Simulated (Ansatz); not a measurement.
# V_K in KCl (Fm-3m): charge-transition levels and formation energies

Charge states of V_K in KCl (Fm-3m), set against the band edges. Model: a cell of 54 host atoms with 1 K taken out.

Program: Ansatz 0.2.0. Level of theory: place-levels on PBEsol runs: charge-transition levels and formation energies with image-charge correction and potential alignment at the atomic sites. Results are calculated unless marked as measured.

**1. Set-up**

The cell holds 53 atoms: 26 K and 27 Cl. Cell: a = 13.243 Å, b = 13.243 Å, c = 13.243 Å, α = 60.0°, β = 60.0°, γ = 60.0°. It derives from KCl (space group Fm-3m). Nearest the centre at fractional (0.667, 0.667, 0.333): Cl28 at 3.12 Å, Cl44 at 3.12 Å, Cl32 at 3.12 Å, Cl46 at 3.12 Å, Cl34 at 3.12 Å, Cl50 at 3.12 Å, K45 at 4.41 Å, K9 at 4.41 Å.

Known beforehand: the electronic dielectric constant, 2.38, and the static one, 5.25, from a response run on this crystal (DFPT, PBEsol) at that run's own cell.

The cell's shortest repeat is 13.2 Å.

**2. What was run first**

Levels follow from differences of total energies between charge states, each relaxed by itself.

Each atom starts 0.05 Å or so off its site in a random direction: a symmetric start keeps its symmetry, and would miss off-centre moves and Jahn–Teller distortions. Forces are taken at one point at (¼, ¼, ¼). The cell holds 1 electron more than the neutral one, with a uniform background that keeps it neutral on the whole.

The sampling was tested on the host first: at the k-points planned (1x1x1 shifted 0.25 0.25 0.25) its energy lies 0.001 eV an atom from the dense-mesh value, under the bound of 0.02 eV set for this test; that bounds the host's error, not the defect's.

One of the inputs; charge, spin and start change from state to state.

The input, qm1.relax/input.yaml:

```yaml
crystal:
  lattice:
    - [0.0, 9.36444517, 9.36444517]
    - [9.36444517, 0.0, 9.36444517]
    - [9.36444517, 9.36444517, 0.0]
  atoms:
    - { symbol: K, position: [0.0, 0.0, 0.0] }
    - { symbol: Cl, position: [0.16666667, 0.16666667, 0.16666667] }
[... 6 atom lines left out ...]
    - { symbol: K, position: [0.0, 0.33333333, 0.33333333] }
[... 3 atom lines left out ...]
    - { symbol: K, position: [0.0, 0.66666667, 0.0] }
[... 1 atom line left out ...]
    - { symbol: K, position: [0.0, 0.66666667, 0.33333333] }
[... 5 atom lines left out ...]
    - { symbol: K, position: [0.33333333, 0.0, 0.33333333] }
[... 4 atom lines left out ...]
    - { symbol: Cl, position: [0.5, 0.5, 0.16666667] }
[... 1 atom line left out ...]
    - { symbol: Cl, position: [0.5, 0.5, 0.5] }
[... 3 atom lines left out ...]
    - { symbol: Cl, position: [0.5, 0.83333333, 0.16666667] }
    - { symbol: K, position: [0.33333333, 0.66666667, 0.33333333] }
    - { symbol: Cl, position: [0.5, 0.83333333, 0.5] }
    - { symbol: K, position: [0.33333333, 0.66666667, 0.66666667] }
[... 1 atom line left out ...]
    - { symbol: K, position: [0.66666667, 0.0, 0.0] }
[... 1 atom line left out ...]
    - { symbol: K, position: [0.66666667, 0.0, 0.33333333] }
[... 4 atom lines left out ...]
    - { symbol: Cl, position: [0.83333333, 0.5, 0.16666667] }
    - { symbol: K, position: [0.66666667, 0.33333333, 0.33333333] }
    - { symbol: Cl, position: [0.83333333, 0.5, 0.5] }
    - { symbol: K, position: [0.66666667, 0.33333333, 0.66666667] }
[... 1 atom line left out ...]
    - { symbol: K, position: [0.66666667, 0.66666667, 0.0] }
    - { symbol: Cl, position: [0.83333333, 0.83333333, 0.16666667] }
[... 1 atom line left out ...]
    - { symbol: K, position: [0.66666667, 0.66666667, 0.66666667] }
    - { symbol: Cl, position: [0.83333333, 0.83333333, 0.83333333] }
  host:
    repeats: [3, 3, 3]
    atoms:
      - { symbol: K, position: [0.0, 0.0, 0.0] }
      - { symbol: Cl, position: [0.5, 0.5, 0.5] }
total_charge: -1
basis:
  ecutwfc: 420
  xc_grid: 2
hamiltonian:
  xc: pbesol
kpoints:
  mp_grid: { grid: [1, 1, 1], shift: [0.25, 0.25, 0.25] }
scf:
  occupations: { method: fixed }
  max_iter: 80
output:
  forces: true
  charged_corrections:
    epsilon: 2.38
    static_epsilon: 5.25
    defect_position: [0.666667, 0.666667, 0.333333]
relax:
  f_tol: 0.02
  max_steps: 80
  random_displacement: { amplitude: 0.05, seed: 2326 }
checkpoint:
  write: "../qm1.relax.run"
  compress: false
  write_wavefunctions: true
  write_every: 100000
```

Launch:

```bash
> ansatz run input.yaml --threads 4 --pin off --max-ram 14131MiB --backend cpu --events-out ev --progress --plain --runs-dir out
```

Defect states can disperse in a cell of this size, so the energy is taken again at a 2×2×2 shifted mesh, on the relaxed structure.

The run of this state that the levels use, under PBEsol:

The input, qm1.point/input.yaml:

```yaml
crystal:
  checkpoint: "../qm1.relax.run"
  host: checkpoint
total_charge: -1
basis:
  ecutwfc: 420
  xc_grid: 2
hamiltonian:
  xc: pbesol
kpoints:
  mp_grid: { grid: [2, 2, 2], shift: [0.5, 0.5, 0.5] }
scf:
  occupations: { method: fermi_dirac, width: 0.01 }
  max_iter: 80
output:
  forces: true
  eigenvalues: true
  charged_corrections:
    epsilon: 2.38
    static_epsilon: 5.25
    defect_position: [0.666667, 0.666667, 0.333333]
  eigenstates: { localisation: true }
  populations: true
  band_densities: [{ bands: [v1, v1] }, { bands: [c1, c1] }]
  write_density: true
  write_potential: true
  volumetric_format: npy
checkpoint:
  read: "../qm1.relax.run"
  write: "../qm1.point.run"
  compress: false
  write_wavefunctions: false
  write_every: 100000
```

Relaxations under PBEsol at one point at (¼, ¼, ¼); times on 4 threads of Arm Neoverse V2, shared host:

```
charge  moment (μB)  occupations        outcome  steps  largest displacement against the far atoms (Å)     time
    −1            0        fixed      converged      3                                            0.18     55 s
     0            1        fixed  not converged      -                                               -    3 min
     0            1  fermi-dirac      converged      4                                            0.16  4.3 min
    +1            0        fixed  not converged      -                                               -     77 s
    +1            0  fermi-dirac      converged      4                                            0.16  1.7 min
    +1            2        fixed      converged      4                                            0.15  4.5 min
```

Single points under PBEsol at a 2×2×2 shifted mesh; times on 4 threads of Arm Neoverse V2, shared host:

```
charge  moment (μB)  occupations    outcome     time
    −1            0  fermi-dirac  converged  2.1 min
     0            1  fermi-dirac  converged  6.4 min
    +1            0  fermi-dirac  converged  2.6 min
    +1            2  fermi-dirac  converged  8.2 min
```

Distances (Å) from the ideal centre to the nearest atoms after relaxation with PBEsol:

```
charge  moment (μB)       1.       2.       3.       4.       5.       6.
    −1            0  Cl 3.29  Cl 3.29  Cl 3.29  Cl 3.30  Cl 3.30  Cl 3.30
     0            1  Cl 3.27  Cl 3.28  Cl 3.28  Cl 3.28  Cl 3.28  Cl 3.28
    +1            0  Cl 3.27  Cl 3.27  Cl 3.27  Cl 3.28  Cl 3.28  Cl 3.28
    +1            2  Cl 3.26  Cl 3.26  Cl 3.26  Cl 3.27  Cl 3.27  Cl 3.27
```

**3. place-levels, PBEsol**

A charged cell interacts with its images and the background, and its potential has another zero than the host's. place-levels removes the first by a point-charge model, screened by the static dielectric constant since the ions have relaxed around the charge, and the second by comparing potentials at atoms far from the defect.

The host is a run of the defect-free crystal in the same cutoffs, grids and k-points, so that basis and sampling errors cancel in part in the differences. The host is run in a cell of 2 atoms on a matching mesh. Its band edges are searched through the zone by a band path, so the gap is smaller than, or equal to, that on the mesh. Chemical potentials are energies per atom of K (bcc), run with the same functional and cutoff.

The input, levels.point.yaml:

```yaml
host:
  run: host.point.run
states: [qm1.point.run, q0_M1.point.run, qp1.point.run, qp1_M2.point.run]
geometry_from:
  qm1.point.run: qm1.relax.run
  q0_M1.point.run: q0_M1.relax_smeared.run
  qp1.point.run: qp1.relax_smeared.run
  qp1_M2.point.run: qp1_M2.relax.run
chemical_potentials:
  K:
    energy: -1516.029766
    dataset: <sha256 of the dataset>
epsilon: 2.38
static_epsilon: 5.25
vertical:
  - { from: qm1.point.run, to: qm1.point_neutral.run }
  - { from: qp1.point.run, to: qp1.point_neutral.run }
  - { from: qp1_M2.point.run, to: qp1_M2.point_neutral.run }
```

Launch:

```bash
> ansatz place-levels levels.point.yaml -- --threads 4 --pin off --max-ram 14131MiB
```

Numbers of over 12 decimals in the logs are rounded to 6 here.

The program printed:

```text
[... repeated set-up lines and file paths are left out, and long positions are rounded to six places ...]
(+1/0) 0.000 eV above the valence edge (-0.203 eV without the band-filling correction), 5.103 eV under the conduction edge
(0/-1) 0.341 eV above the valence edge, 4.762 eV under the conduction edge
formation energy of charge +1: +5.357 eV with the Fermi level at the valence edge
formation energy of charge 0: +5.357 eV with the Fermi level at the valence edge
formation energy of charge -1: +5.698 eV with the Fermi level at the valence edge
vertical -1 to 0: no energy, since no alignment is typed
  the change from vertical[0].from (qm1.point.run) to vertical[0].to (qm1.point_neutral.run): by its potential at epsilon 2.38 it stands at 0.666 0.667 0.334, with an rms radius of about 6.1 Å (3.5 3.5 3.5 Å across the planes of the cell's vectors); [...]
vertical +1 to 0: no energy, since no alignment is typed
  the change from vertical[1].from (qp1.point.run) to vertical[1].to (qp1.point_neutral.run): by its potential at epsilon 2.38 it is spread over the cell along a vector, with an rms radius of about 9.0 Å (5.2 5.2 5.2 Å across the planes of the cell's [...]
vertical +1 to 0: no energy, since no alignment is typed
  the change from vertical[2].from (qp1_M2.point.run) to vertical[2].to (qp1_M2.point_neutral.run): by its potential at epsilon 2.38 it stands at 0.668 0.668 0.333, with an rms radius of about 7.7 Å (4.5 4.4 4.5 Å across the planes of the cell's vectors); [...]
  edges by pbesol, gap 5.103 eV; the host is sampled to repeats of 26.49 Å
  the defect's cells are sampled to repeats of 26.49 Å, like sampling
  charge +1: -68159.3698 eV with its correction of -0.055 eV, at epsilon 5.25, aligned at sites: -0.3908 eV, mean over 21 atomic sites at or beyond 6.62 Å from the defect at [0.6667, 0.6667, 0.3333], with +0.000000 for the charge's moments and without [...]
  states[3] (qp1_M2.point.run): levels filled in part (TS 0.018 eV): its energy is of no whole electron's
  charge 0: +0.000 eV for its dipole among its images, +0.000 omitted
  states[1] (q0_M1.point.run): levels filled in part (TS 0.014 eV): its energy is of no whole electron's
  charge -1: -68157.3362 eV with its correction of +0.484 eV, at epsilon 5.25, aligned at sites: -0.1486 eV, mean over 21 atomic sites at or beyond 6.62 Å from the defect at [0.6667, 0.6667, 0.3333], with +0.000000 for the charge's moments and without [...]
  charge +1: states[2] (qp1.point.run) stands 0.002 eV higher, with a moment of 0.00 μB against 2.00
  states[2] (qp1.point.run): levels filled in part (TS 0.026 eV): its energy is of no whole electron's
  of states[3] (qp1_M2.point.run): it parts from the run at its places by a charge that spreads by about 4.5 Å along one vector (1.9 Å or more is wide), by its potential at epsilon 2.38, taken for that of held ions (one typed too small widens it), where the [...]
  of states[1] (q0_M1.point.run): its alignment with the host at atomic sites is doubtful: the cell is too small to show whether the defect's potential has decayed: take a larger one
  of states[0] (qm1.point.run): it parts from the run at its places by a charge that spreads by about 3.5 Å along one vector (1.9 Å or more is wide), by its potential at epsilon 2.38, taken for that of held ions (one typed too small widens it), where the cell [...]
  of states[2] (qp1.point.run): it parts from the run at its places by a charge that spreads by about 5.2 Å along one vector (1.9 Å or more is wide), by its potential at epsilon 2.38, taken for that of held ions (one typed too small widens it), where the cell [...]
  of vertical[0].from (qm1.point.run): it parts from the run at its places by a charge that spreads by about 3.5 Å along one vector (1.9 Å or more is wide), by its potential at epsilon 2.38, taken for that of held ions (one typed too small widens it), where [...]
  vertical[0].to (qm1.point_neutral.run): levels filled in part (TS 0.013 eV): its energy is of no whole electron's
  vertical[1].from (qp1.point.run): levels filled in part (TS 0.026 eV): its energy is of no whole electron's
  of vertical[1].from (qp1.point.run): it parts from the run at its places by a charge that spreads by about 5.2 Å along one vector (1.9 Å or more is wide), by its potential at epsilon 2.38, taken for that of held ions (one typed too small widens it), where [...]
  vertical[1].to (qp1.point_neutral.run): levels filled in part (TS 0.014 eV): its energy is of no whole electron's
  vertical[2].from (qp1_M2.point.run): levels filled in part (TS 0.018 eV): its energy is of no whole electron's
  of vertical[2].from (qp1_M2.point.run): it parts from the run at its places by a charge that spreads by about 4.5 Å along one vector (1.9 Å or more is wide), by its potential at epsilon 2.38, taken for that of held ions (one typed too small widens it), [...]
  vertical[2].to (qp1_M2.point_neutral.run): levels filled in part (TS 0.015 eV): its energy is of no whole electron's
```

Run time: 0.47 s. Hardware: 4 threads of Arm Neoverse V2, shared host.

Levels between the charges placed, in eV above the valence top:

```
        gap (eV)  (+1/0)  (0/−1)
PBEsol      5.10    0.00    0.34
```

Corrections by state:

```
charge  moment (μB)  image terms and alignment (eV)  band filling (eV)  ε used  over the lowest of its charge, as the program ranks them, band filling apart (eV)
    +1          2.0                          -0.055             -0.203    5.25                                                                              0.000
     0          1.0                           0.000                  -       -                                                                              0.000
    −1          0.0                           0.484                  -    5.25                                                                              0.000
    +1          0.0                          -0.070                  -    5.25                                                                              0.002
```

The charged structures listed were also run neutral, and place-levels reads from each pair, by the potential or the spins, how wide the charge is by which they differ; that can be the carrier of either run.

```
charge  rms radius (Å)  spread where it is widest against the cell (Å)  wide from (Å)  reading
    +1             7.7                                            4.48           1.87     wide
    −1             6.1                                            3.54           1.87     wide
```

The neutral runs of these pairs need not share the spin of the lowest neutral state, and very wide values only mean spread over the cell.

From the program's caveats on the states, each cut to its opening words:

- charge +1 (2 μB): it parts from the run at its places by a charge that spreads by about 4.5 Å along one vector (1.9 Å or more is wide), by its potential at epsilon 2.38, taken [...]
- charge +1 (2 μB): a band-filling correction moves a carrier to the host's band edge, which changes its energy by -0.203 eV
- charge +1 (2 μB), 0 (1 μB), −1, +1: its alignment with the host at atomic sites is doubtful: the cell is too small to show whether the defect's potential has decayed: take a larger one
- charge −1: it parts from the run at its places by a charge that spreads by about 3.5 Å along one vector (1.9 Å or more is wide), by its potential at epsilon 2.38, taken [...]
- charge +1: it parts from the run at its places by a charge that spreads by about 5.2 Å along one vector (1.9 Å or more is wide), by its potential at epsilon 2.38, taken [...]

The host's formation energy from the elements is -2.000 eV per atom; it sets how far the chemical potentials can move.

Limit set by the element alone; other compounds of these elements are not counted. Chemical potentials from the elements' reference states: Cl 0.00 eV, K -4.00 eV. Formation energies (Cl-rich), with the Fermi level at the valence top and at the conduction bottom (gap 5.10 eV):

```
charge  at valence top (eV)  at conduction bottom (eV)  correction included (eV)
    +1                 1.36                       6.46                     -0.26
     0                 1.36                       1.36                      0.00
    −1                 1.70                      -3.40                      0.48
```

Fermi level (eV), lowest formation energy (eV) and a bar from the least value:
```
     0.00       1.36 ##############################
     0.46       1.24 #############################
     0.93       0.77 ##########################
     1.39       0.31 #######################
     1.85      -0.16 ####################
     2.32      -0.62 ##################
     2.79      -1.09 ###############
     3.25      -1.55 ############
     3.71      -2.01 #########
     4.18      -2.48 ######
     4.64      -2.94 ###
     5.10      -3.40
```

Limit set by the element alone; other compounds of these elements are not counted. Chemical potentials from the elements' reference states: K 0.00 eV, Cl -4.00 eV. Formation energies (K-rich), with the Fermi level at the valence top and at the conduction bottom (gap 5.10 eV):

```
charge  at valence top (eV)  at conduction bottom (eV)  correction included (eV)
    +1                 5.36                      10.46                     -0.26
     0                 5.36                       5.36                      0.00
    −1                 5.70                       0.60                      0.48
```

(Fermi level (eV), lowest formation energy (eV)): (0.00, 5.36), (0.46, 5.23), (0.93, 4.77), (1.39, 4.31), (1.85, 3.84), (2.32, 3.38), (2.79, 2.91), (3.25, 2.45), (3.71, 1.99), (4.18, 1.52), (4.64, 1.06), (5.10, 0.60)

**4. Results**

```
gap of the host                                                          : 5.10 eV (PBEsol)
level (plus 1/0)                                                         : 0.00 eV above the valence top (-0.20 eV above the valence top without the band-filling term)
level (0/minus 1)                                                        : 0.34 eV above the valence top
lowest of the charges placed, just above the valence top (0.02 eV)       : 0
lowest of the charges placed, just below the conduction bottom (0.02 eV) : −1
lowest formation energy at mid-gap of the charges run, Cl-rich           : -0.85 eV
lowest formation energy at mid-gap of the charges run, K-rich            : 3.15 eV
```

In words: Of the charges placed (−1, 0 and +1), the lowest changes at 0.34 eV (0/−1) above the valence top, in a gap of 5.10 eV. (0/−1) lies nearer to a band edge than the share of the finite-size correction in it (0.48 eV), and that correction holds for a localised charge alone. Charges below −1 were not placed, so these runs say nothing of levels that involve them. States placed: +1 at 2 μB and 0 μB; 0 at 1 μB; −1 at 0 μB. Other spin states or structures, where not listed, weren't placed. The program finds carriers beyond a band edge of the host and adds a band-filling term at charge +1 (-0.20 eV); steps to such a charge show no bound level, and a defect level inside a band would be read the same way. The program doubts the alignment of potentials for at least one state, a sign that the cell is small. Keep in mind: PBEsol makes the gap too small and tends to spread out bound carriers; where a gas molecule sets a chemical potential or the host's formation energy, its binding is uncorrected.

[Logs are printed without paths, hosts, clocks, repeated set-up lines and the standing remarks that a program may print on its own settings, such as how far it seeks lower states.]

[Hosts, paths, dates, database ids (printed as entryN), source tags and the programs' standing remarks are cut or masked in the printed files.]

[Where a table of states has a column of steps, it counts the stored structures, which are thinned; the runs took as many ionic steps or more.]

[A defect's name tells the site on which it was built; relaxed atoms can leave that site.]

[For some hosts the program warned that the k-mesh of the response run may be too coarse for force constants and the static dielectric constant; such warnings are not shown here.]
